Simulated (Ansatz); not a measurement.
Consider a crystal of AlCo in space group Fm-3m (No. 225), with Al on 4a; Co on 4b.

The calculation used DFT PBE, scalar-relativistic, plane waves, PAW in Ansatz 0.2.0. Cutoff 420 eV, Γ-centred mesh, Gaussian smearing, collinear spin.

Energies over the elements count from the elements' standard structures at the same level, with no fitted energy shifts.

Task: Predict the relaxed structure.

Result:

Space group Fm-3m (No. 225). a = 4.788 Å, b = 4.788 Å, c = 4.788 Å, α = 90.00°, β = 90.00°, γ = 90.00°
```tsv
atom	site	symmetry	x	y	z
Al	4a	m-3m	0.0000	0.0000	0.0000
Co	4b	m-3m	0.5000	0.0000	0.0000
```

It has the rock salt type. Al has 6 Co at 2.39 Å; Co has 6 Al at 2.39 Å.

Task: Where does its energy lie, and is it a metal?

Result: The formation energy is +0.25 eV/atom. The gap on the 20×20×20 mesh of the 2-atom cell is 0 eV (a metal). The net moment per atom is 0.00 μB and the moment by site is all under 0.1 μB. It can't be a ground state, since the elements alone are lower.

The last run used collinear spin and Gaussian smearing of 0.10 eV. Symmetry constrained the relaxation, so the result can be a saddle point. Another cell of AlCo relaxed alike but without spin, in Pm-3m, lies 0.84 eV/atom lower, so this cell isn't the stable form at this level. Site moments count only spheres around the atoms; the net moment includes the space between them.
